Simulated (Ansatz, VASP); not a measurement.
One calculation of MgS, two programs

Contents of INCAR:

```
SYSTEM = MgS
ALGO     = Normal         ! electronic algorithm
EDIFF    = 1E-6           ! SCF threshold, eV
ENCUT    = 520            ! plane-wave cutoff, eV
ISIF     = 2              ! what is computed and relaxed
ISMEAR   = 0              ! smearing method
LASPH    = .TRUE.         ! aspherical terms in the spheres
LCHARG   = .FALSE.        ! write CHGCAR
LREAL    = .FALSE.        ! projectors in reciprocal space
LWAVE    = .FALSE.        ! write WAVECAR
NBANDS   = 16             ! bands
NELM     = 100            ! most SCF steps
PREC     = Accurate       ! precision mode
SIGMA    = 0.1            ! smearing width, eV
```

File KPOINTS:

```
k-points
0
G
  4 4 4
  0 0 0
```

File POSCAR:

```
MgS
1.0
    3.9554811087      0.0000000000      0.0000000000
    0.0000000000      5.5938950145      0.0000000000
    0.0000000000      0.0000000000      3.9554811163
Mg S
2 2
Direct
    0.0000000000      0.0000000000      0.0000000000
    0.5000000000      0.5000000000      0.4999970000
    0.5000000000      0.2500000000      0.0000000000
    0.0000000000      0.7500000000      0.4999970000
```

Input for Ansatz:

```yaml
crystal:
  lattice:
    - [3.9554811087, 0.0, 0.0]
    - [0.0, 5.5938950145, 0.0]
    - [0.0, 0.0, 3.9554811163]
  atoms:
    - { symbol: Mg, position: [0.0, 0.0, 0.0] }
    - { symbol: S, position: [0.5, 0.25, 0.0] }
    - { symbol: Mg, position: [0.5, 0.5, 0.499997] }
    - { symbol: S, position: [0.0, 0.75, 0.499997] }
basis:
  ecutwfc: 420
kpoints:
  mp_grid: { grid: [4, 4, 4] }
hamiltonian:
  xc: lda
  pseudopotentials: { kind: paw, azcp: { folder: soft_1 } }
scf:
  occupations: { method: gaussian, width: 0.1 }
output:
  forces: true
  stress: true
  eigenvalues: true
```

The cell was built by a generator and needn't be a form met in nature.

Alike in both runs: task single point; functional LDA; k mesh 4 × 4 × 4; occupations gaussian, width 0.1 eV; no spin polarisation.

|  | VASP | Ansatz |
| --- | --- | --- |
| version | VASP 6.6.1 | Ansatz 0.2.0 |
| potentials or method | VASP PAW LDA potentials, release 64 (Mg, S) | scalar-relativistic, plane waves, PAW |
| plane-wave cutoff (eV) | 520 | 420 |
| valence electrons in the cell | 16 | 32 |

```csv
,VASP,Ansatz,Ansatz less VASP
gap on the k mesh at the Fermi level (eV),3.37,3.36,-0.012
least direct gap on the mesh (eV),3.37,3.36,-0.012
pressure (GPa),-0.3,0.0,+0.35
```

The two sets of potentials don't hold the same shells in valence. Ansatz warned: «pseudo_functional_mismatch».

Caveats: the real-space grid breaks the cell's symmetry a little (VASP). LDA gaps usually lie below the measured ones, often by a third to a half. A k mesh can miss the band edges.
